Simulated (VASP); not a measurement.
# MoH6 (R3m) in VASP: settings compared

One crystal, MoH6, is run at these levels: PBE, r2SCAN; tasks: relaxation of cell and atoms, single point.

All numbers are computed with VASP 6.6.1; they aren't measurements. Logs are shortened: lines on timing, memory, paths and dates and some standing lists are left out, and cuts for length are marked.

## Step 1: The structure

Symmetry: R3m, No. 160, trigonal system. The conventional cell has a = 5.015 Å, b = 5.015 Å, c = 5.466 Å, α = 90.00°, β = 90.00°, γ = 120.00°. H (site symmetry m) is surrounded by 1 Mo at 1.74 Å and 3 H at 1.77 to 1.88 Å. H (site symmetry m) is surrounded by 3 H at 1.60 to 1.77 Å and 1 Mo at 1.73 Å. Mo (site symmetry 3m) is surrounded by 6 H at 1.73 to 1.74 Å.

The cell was built by a generator and needn't be a form met in nature.

## Step 2: Relaxation of cell and atoms, PBE

File INCAR:

```
PREC = Accurate
ENCUT = 520
EDIFF = 1E-7
ISMEAR = 0
SIGMA = 0.03
LREAL = False
LASPH = True
NELM = 120
ALGO = Normal
ISIF = 3
LWAVE = False
LCHARG = False
GGA = PE
IBRION = 2
NSW = 60
EDIFFG = -0.005
POTIM = 0.3
KPAR = 8
```

File KPOINTS:

```
Automatic mesh
0
Gamma
  8 8 8
```

File POSCAR:

```
MoH6                                    
1.0
    2.5073123906      1.4475974803      1.8219639985
   -2.5073123906      1.4475974803      1.8219639985
    0.0000000000     -2.8951949685      1.8219639971
  H               Mo            
     6     1
Direct
     0.6882794271125403    0.2875873806768751    0.2875873806765756
     0.2875873806768751    0.6882794271125403    0.2875873806765756
     0.2875873806744068    0.2875873806744068    0.6882794271101029
     0.5889858089492397    0.9072137057707471    0.9072137057708806
     0.9072137057761767    0.9072137057761767    0.5889858089546559
     0.9072137057707471    0.5889858089492397    0.9072137057708807
     0.0700042610399995    0.0700042610399995    0.0700042610403138
```

Potentials or basis: VASP PAW PBE potentials, release 64 (H, Mo_sv).

The run is started by

```bash
$ cat potpaw_PBE.64/H/POTCAR potpaw_PBE.64/Mo_sv/POTCAR > POTCAR
$ mpirun -np 8 vasp_std > vasp.out
```

OUTCAR:

```text
PREC = Accurate
   ENCUT = 520
   EDIFF = 1E-7
   ISMEAR = 0
   LREAL = False
   LASPH = True
   NELM = 120
   ISIF = 3
   GGA = PE
   IBRION = 2
   NSW = 60
   EDIFFG = -0.005
   POTIM = 0.3

 ion  position               nearest neighbor table
   1  0.688  0.288  0.288-   7 1.74
   2  0.288  0.688  0.288-   7 1.74
   3  0.288  0.288  0.688-   7 1.74
   4  0.589  0.907  0.907-   7 1.73   7 2.01
   5  0.907  0.907  0.589-   7 1.73   7 2.01
   6  0.907  0.589  0.907-   7 1.73   7 2.01
   7  0.070  0.070  0.070-   4 1.73   6 1.73   5 1.73   3 1.74   1 1.74   2 1.74   5 2.01   6 2.01
                             4 2.01

  LATTYP: Found a trigonal (rhomboedric) cell.
 ALAT       =     3.4207757472
 COS(alpha) =    -0.0744783777

  Lattice vectors:

 A1 = (   2.5073123906,   1.4475974803,   1.8219639985)
 A2 = (  -2.5073123906,   1.4475974803,   1.8219639985)
 A3 = (   0.0000000000,  -2.8951949685,   1.8219639971)

Analysis of symmetry for initial positions (statically):
=====================================================================
 Subroutine PRICEL returns:
 Original cell was already a primitive cell.

 Routine SETGRP: Setting up the symmetry group for a
 trigonal (rhombohedral) supercell.

 Subroutine GETGRP returns: Found  6 space group operations
 (whereof  6 operations were pure point group operations)
 out of a pool of 12 trial point group operations.

The static configuration has the point symmetry C_3v.

Analysis of symmetry for dynamics (positions and initial velocities):
=====================================================================
 Subroutine PRICEL returns:
 Original cell was already a primitive cell.

 Routine SETGRP: Setting up the symmetry group for a
 trigonal (rhombohedral) supercell.

 Subroutine GETGRP returns: Found  6 space group operations
 (whereof  6 operations were pure point group operations)
 out of a pool of 12 trial point group operations.

The dynamic configuration has the point symmetry C_3v.

 Subroutine INISYM returns: Found  6 space group operations
 (whereof  6 operations are pure point group operations),
 and found     1 'primitive' translations

----------------------------------------------------------------------------------------

                                     Primitive cell

  volume of cell :      39.6778

  direct lattice vectors                    reciprocal lattice vectors
     2.507312391  1.447597480  1.821963999     0.199416715  0.115133294  0.182952755
    -2.507312391  1.447597480  1.821963999    -0.199416715  0.115133294  0.182952755
     0.000000000 -2.895194968  1.821963997     0.000000000 -0.230266588  0.182952755

  length of vectors
     3.420775745  3.420775745  3.420775747     0.294099324  0.294099324  0.294099324

  position of ions in fractional coordinates (direct lattice)
     0.688279427  0.287587381  0.287587381
     0.287587381  0.688279427  0.287587381
     0.287587381  0.287587381  0.688279427
     0.588985809  0.907213706  0.907213706
     0.907213706  0.907213706  0.588985809
     0.907213706  0.588985809  0.907213706
     0.070004261  0.070004261  0.070004261

  ion indices of the primitive-cell ions
   primitive index   ion index
                 1           1
                 2           2
                 3           3
                 4           4
                 5           5
                 6           6
                 7           7

----------------------------------------------------------------------------------------

 KPOINTS: Automatic mesh

Automatic generation of k-mesh.
 Grid dimensions read from file:
 generate k-points for:    8    8    8

 Generating k-lattice:

  Cartesian coordinates                     Fractional coordinates (reciprocal lattice)
     0.024927089  0.014391662  0.022869094     0.125000000  0.000000000  0.000000000
    -0.024927089  0.014391662  0.022869094     0.000000000  0.125000000  0.000000000
     0.000000000 -0.028783324  0.022869094     0.000000000  0.000000000  0.125000000

  Length of vectors
     0.036762415  0.036762415  0.036762415

  Shift w.r.t. Gamma in fractional coordinates (k-lattice)
     0.000000000  0.000000000  0.000000000

 Subroutine IBZKPT returns following result:
[... 49 lines left out ...]
   EDIFF  = 0.1E-06   stopping-criterion for ELM
   LREAL  =      F    real-space projection
   EDIFFG = -.5E-02   stopping-criterion for IOM
   NSW    =     60    number of steps for IOM
   IBRION =      2    ionic relax: 0-MD 1-quasi-New 2-CG
   NFREE  =      1    steps in history (QN), initial steepest desc. (CG)
   ISIF   =      3    stress and relaxation
   ISYM   =      2    0-nonsym 1-usesym 2-fastsym
   POTIM  = 0.3000    time-step for ionic-motion
   TEBEG  =    0.0;   TEEND  =   0.0 temperature during run
   PSTRESS=    0.0 pullay stress
   NELECT =      20.0000    total number of electrons
   NUPDOWN=      -1.0000    fix difference up-down
   EMIN   =  10.00;   EMAX   =-10.00  energy-range for DOS
   EFERMI =   0.00;   METHOD = LEGACY
   ISMEAR =     0;   SIGMA  =   0.03  broadening in eV -4-tet -1-fermi 0-gaus
   EFERMI_NEDOS =   21; number of points for ismear=-14 and -15
   IALGO  =     38    algorithm
   IMIX   =      4    mixing-type and parameters
     AMIX     =   0.40;   BMIX     =  1.00
     AMIX_MAG =   1.60;   BMIX_MAG =  1.00
  volume/ion in A,a.u.               =       5.67        38.25
  Fermi-wavevector in a.u.,A,eV,Ry     =   1.302874  2.462075 23.095624  1.697480
  Thomas-Fermi vector in A             =   2.433913
   LORBIT       =      0    0 simple, 1 ext, 2 COOP (PROOUT), +10 PAW based schemes
   GGA     = PE    functional components
   LHFCALC =     F    Hartree Fock is set to
   AEXX    =    0.0000 exact exchange contribution
   IVDW    =     0    specifies the selected vdW correction
   LEPSILON=     F    determine dielectric tensor
   LRPA    =     F    only Hartree local field effects (RPA)
 conjugate gradient relaxation of ions
 non-spin polarized calculation
 Gauss-broadening in eV      SIGMA  =   0.03
  energy-cutoff  :      520.00
  volume of cell :       39.68
 maximum number of plane-waves:      1093
 NGX is ok and might be reduce to    28
   NGX = 13   NGY = 13   NGZ = 13

--------------------------------------- Ionic step        1  -------------------------------------------

 number of electron      19.9999998 magnetization

 Free energy of the ion-electron system (eV)
  ---------------------------------------------------
  ext. energy  EPLUGINS =         0.00000000
  ---------------------------------------------------
  free energy    TOTEN  =       -29.07275647 eV

  energy without entropy =      -29.07275647  energy(sigma->0) =      -29.07275647

------------------------ aborting loop because EDIFF is reached ----------------------------------------

  FORCE on cell =-STRESS in cart. coord.  units (eV):
  Direction    XX          YY          ZZ          XY          YZ          ZX
  --------------------------------------------------------------------------------------
  -------------------------------------------------------------------------------------
  Total       -0.0071124     -0.0071124     -0.0061014      0.0000000      0.0000000      0.0000000
  in kB       -0.2871955     -0.2871955     -0.2463737      0.0000000      0.0000000      0.0000000
  external PRESSURE =      -0.2735883 kB  Pullay stress =       0.0000000 kB

 VOLUME and BASIS-vectors are now :
 -----------------------------------------------------------------------------
  energy-cutoff  :      520.00
  volume of cell :       39.68
      direct lattice vectors                 reciprocal lattice vectors
     2.507312391  1.447597480  1.821963999     0.199416715  0.115133294  0.182952755
    -2.507312391  1.447597480  1.821963999    -0.199416715  0.115133294  0.182952755
     0.000000000 -2.895194968  1.821963997     0.000000000 -0.230266588  0.182952755

 POSITION                                       TOTAL-FORCE (eV/Angst)
 -----------------------------------------------------------------------------------
      1.00466      0.58004      2.30197        -0.000633     -0.000366     -0.003036
     -1.00466      0.58004      2.30197         0.000633     -0.000366     -0.003036
      0.00000     -1.16008      2.30197         0.000000      0.000731     -0.003036
     -0.79790     -0.46067      4.37893        -0.001033     -0.000597      0.000536
      0.00000      0.92133      4.37893         0.000000      0.001193      0.000536
      0.79790     -0.46067      4.37893         0.001033     -0.000597      0.000536
      0.00000     -0.00000      0.38264         0.000000     -0.000000      0.007499
 -----------------------------------------------------------------------------------
    total drift:                               -0.000000      0.000000      0.000122

  FREE ENERGIE OF THE ION-ELECTRON SYSTEM (eV)
  ---------------------------------------------------
  free  energy   TOTEN  =       -29.0727564674 eV

  energy  without entropy=      -29.0727564674  energy(sigma->0) =      -29.07275647

--------------------------------------- Ionic step        2  -------------------------------------------

 number of electron      19.9999998 magnetization

 Free energy of the ion-electron system (eV)
  ---------------------------------------------------
  ext. energy  EPLUGINS =         0.00000000
  ---------------------------------------------------
  free energy    TOTEN  =       -29.07275898 eV

  energy without entropy =      -29.07275898  energy(sigma->0) =      -29.07275898

 E-fermi :   4.9983     XC(G=0): -10.9063

 val. band max:        4.8481223954   @ k =   0.5000  -0.0000   0.0000
 cond. band min:       5.7176199672   @ k =  -0.3750   0.1250   0.0000
 fundamental gap:      0.8694975719
 Fermi energy:         4.9983150967

 k-point     1 :       0.0000    0.0000    0.0000
  band No.  band energies     occupation
      1     -56.0722      2.00000
      2     -30.1754      2.00000
      3     -30.1754      2.00000
      4     -30.1740      2.00000
      5      -6.0162      2.00000
      6      -0.5200      2.00000
      7      -0.5200      2.00000
      8       2.8532      2.00000
      9       3.8506      2.00000
     10       3.8506      2.00000
     11       6.1229      0.00000
     12       6.6490      0.00000
     13       6.6490      0.00000
     14      13.4380      0.00000
[... 377 lines left out ...]
      1     -56.0625      2.00000
      2     -30.3015      2.00000
      3     -30.1888      2.00000
      4     -30.1800      2.00000
      5      -3.7613      2.00000
      6      -1.6553      2.00000
      7      -0.3566      2.00000
      8       1.1753      2.00000
      9       2.9831      2.00000
     10       3.6867      2.00000
     11       6.1985      0.00000
     12       7.9452      0.00000
     13       8.1922      0.00000
     14      10.9322      0.00000

 [... further k-points ...]

------------------------ aborting loop because EDIFF is reached ----------------------------------------

  FORCE on cell =-STRESS in cart. coord.  units (eV):
  Direction    XX          YY          ZZ          XY          YZ          ZX
  --------------------------------------------------------------------------------------
  -------------------------------------------------------------------------------------
  Total       -0.0045528     -0.0045528     -0.0095449      0.0000000      0.0000000      0.0000000
  in kB       -0.1838564     -0.1838564     -0.3854521      0.0000000      0.0000000      0.0000000
  external PRESSURE =      -0.2510550 kB  Pullay stress =       0.0000000 kB

 VOLUME and BASIS-vectors are now :
 -----------------------------------------------------------------------------
  energy-cutoff  :      520.00
  volume of cell :       39.67
      direct lattice vectors                 reciprocal lattice vectors
     2.507238650  1.447554906  1.821918031     0.199422580  0.115136680  0.182957371
    -2.507238650  1.447554906  1.821918031    -0.199422580  0.115136680  0.182957371
     0.000000000 -2.895109820  1.821918029     0.000000000 -0.230273361  0.182957371

 POSITION                                       TOTAL-FORCE (eV/Angst)
 -----------------------------------------------------------------------------------
      1.00461      0.58001      2.30182        -0.001477     -0.000853     -0.002397
     -1.00461      0.58001      2.30182         0.001477     -0.000853     -0.002397
      0.00000     -1.16003      2.30182        -0.000000      0.001705     -0.002397
     -0.79790     -0.46067      4.37884        -0.000343     -0.000198      0.001540
      0.00000      0.92134      4.37884         0.000000      0.000396      0.001540
      0.79790     -0.46067      4.37884         0.000343     -0.000198      0.001540
      0.00000     -0.00000      0.38284         0.000000     -0.000000      0.002569
 -----------------------------------------------------------------------------------
    total drift:                                0.000000      0.000000     -0.000047

  FREE ENERGIE OF THE ION-ELECTRON SYSTEM (eV)
  ---------------------------------------------------
  free  energy   TOTEN  =       -29.0727589776 eV

  energy  without entropy=      -29.0727589776  energy(sigma->0) =      -29.07275898

 reached required accuracy - stopping structural energy minimisation
```

Run time: 17 s. Hardware: 8 MPI ranks of Intel Xeon Platinum 8488C (Sapphire Rapids), shared host; peak memory 0.19 GiB.

Results:

```
Free energy               : -29.0728 eV
Energy gained by relaxing : 0.0 meV/atom
Ionic steps               : 2
Pressure after relaxing   : 0.0 GPa
Band gap on the k mesh    : 0.87 eV, indirect (least direct gap 0.92 eV)
```

Forces in eV/Å, atoms in the order of the input:
```
H   -0.001 -0.001 -0.002
H    0.001 -0.001 -0.002
H    0.000  0.002 -0.002
H    0.000  0.000  0.002
H    0.000  0.000  0.002
H    0.000  0.000  0.002
Mo   0.000  0.000  0.003
```

Final structure:
```
H Mo
1.0
     2.50724    1.44755    1.82192
    -2.50724    1.44755    1.82192
     0.00000   -2.89511    1.82192
H Mo
6 1
Direct
  0.68826 0.28757 0.28757
  0.28757 0.68826 0.28757
  0.28757 0.28757 0.68826
  0.58898 0.90722 0.90722
  0.90722 0.90722 0.58898
  0.90722 0.58898 0.90722
  0.07004 0.07004 0.07004
```

Levels at points of the mesh, in eV from the valence-band top:
```
           k point  band 6  band 7  band 8  band 9  band 10  band 11  band 12  band 13  band 14
(0.00, 0.00, 0.00)   -5.37   -5.37   -1.99   -1.00    -1.00     1.27     1.80     1.80     8.59
(0.50, 0.00, 0.00)   -7.20   -5.18   -3.75   -1.60     0.00     0.92     2.57     3.21     7.14
(0.50, 0.50, 0.00)   -5.92   -5.02   -5.00   -2.24    -0.82     1.18     1.33     3.89     5.04
(0.50, 0.50, 0.50)   -4.81   -4.81   -3.31   -3.14    -3.14     1.35     1.35     4.17     6.12
```

A k mesh can miss the band edges. A hybrid or GW would open this gap; PBE tends to underestimate it.

## Step 3: Single point, r2SCAN

File INCAR:

```
ALGO = Normal
EDIFF = 1E-6
ENCUT = 520
ISIF = 2
ISMEAR = 0
KPAR = 8
LASPH = T
LCHARG = F
LMIXTAU = T
LREAL = F
LWAVE = F
METAGGA = R2SCAN
NELM = 150
PREC = Accurate
SIGMA = 0.03
```

File KPOINTS:

```
k-points
0
Gamma
  8 8 8
```

File POSCAR:

```
MoH6                                    
1.0
    2.5072386499      1.4475549061      1.8219180305
   -2.5072386499      1.4475549061      1.8219180305
    0.0000000000     -2.8951098201      1.8219180291
  H               Mo            
     6     1
Direct
     0.6882584777867738    0.2875737418152620    0.2875737418149636
     0.2875737418152620    0.6882584777867738    0.2875737418149636
     0.2875737418127964    0.2875737418127964    0.6882584777843367
     0.5889806947430966    0.9072205209301218    0.9072205209302568
     0.9072205209355575    0.9072205209355575    0.5889806947485109
     0.9072205209301218    0.5889806947430966    0.9072205209302568
     0.0700439719763769    0.0700439719763769    0.0700439719766967
```

Potentials or basis: VASP PAW PBE potentials, release 64 (H, Mo_sv).

The run is started by

```bash
$ cat potpaw_PBE.64/H/POTCAR potpaw_PBE.64/Mo_sv/POTCAR > POTCAR
$ mpirun -np 8 vasp_std > vasp.out
```

It took 33 s on 8 MPI ranks of Intel Xeon Platinum 8488C (Sapphire Rapids), shared host; peak memory 0.18 GiB.

Results (log left out):

```yaml
Free_energy: -44.6413 eV
Pressure: -1.9 GPa
Largest_force: 0.447 eV/Å
Band_gap_on_the_k_mesh: 1.03 eV, indirect (least direct gap 1.10 eV)
```

Forces in eV/Å, atoms in the order of the input:
```
H    0.152  0.088 -0.021
H   -0.152  0.088 -0.021
H    0.000 -0.175 -0.021
H    0.058  0.033  0.170
H    0.000 -0.067  0.170
H   -0.058  0.033  0.170
Mo   0.000  0.000 -0.447
```

Stress tensor (GPa, compression positive):
```
-1.68  0.00  0.00
 0.00 -1.68  0.00
 0.00  0.00 -2.50
```

Levels at points of the mesh, in eV from the valence-band top:
```
           k point  band 8  band 9  band 10  band 11  band 12  band 13
(0.00, 0.00, 0.00)   -2.14   -1.12    -1.12     1.45     1.96     1.96
(0.50, 0.00, 0.00)   -3.93   -1.71     0.00     1.10     2.73     3.44
(0.50, 0.50, 0.00)   -5.23   -2.34    -0.80     1.43     1.48     4.20
(0.50, 0.50, 0.50)   -3.49   -3.31    -3.31     1.59     1.59     4.58
```

Caveat: the PAW data sets were made with another functional, which shifts forces and pressure a little.
